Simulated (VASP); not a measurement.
A convergence study with VASP on LaAlO3 (cubic perovskite): one setting is varied, all else stays as given below, so the limit is that of these other settings. Each run relaxes cell and ions from the cell shown. The basis is that of the starting cell, so low cut-offs carry a Pulay error.

```
AlLaO3
1.0
    3.81000     0.00000     0.00000
    0.00000     3.81000     0.00000
    0.00000     0.00000     3.81000
La Al O
1 1 3
Direct
  0.00000   0.00000   0.00000
  0.50000   0.50000   0.50000
  0.50000   0.00000   0.50000
  0.00000   0.50000   0.50000
  0.50000   0.50000   0.00000
```

Calculation: PBE GGA, VASP's PBE PAW potentials (set 64) (plane waves; VASP). The tightest run used: 800 eV cut-off, 5×5×5 Γ-centred mesh, Gaussian smearing of 0.050 eV, potentials La Al O.

Gaps are read on the run's mesh, which can miss a band edge.

```csv
setting,relaxed volume (Å³/atom),E (eV/atom),gap on the mesh (eV),plane waves
ENCUT = 250,9.040,-8.8758,3.794,507
ENCUT = 300,9.822,-8.2539,3.750,670
ENCUT = 350,10.424,-8.0567,3.662,834
ENCUT = 400,10.827,-8.0176,3.652,1021
```

Task: These are the cheaper rows. Estimate the results at ENCUT = 800, and how far the last row shown lies from them.

Result: 
```
quantity                  tightest run  last row shown is off by
------------------------  ------------  ------------------------
relaxed volume (Å³/atom)        11.061                    -0.234
E (eV/atom)                    -8.0056                   -0.0120
gap on the mesh (eV)             3.629                     0.023
```

Left out are rungs that failed or repeat a setting and relaxations that didn't move; long series are thinned to 24 rows.

The compound is LaAlO3 in the cubic perovskite structure, the ideal cubic form; the compound distorts at low or room temperature.
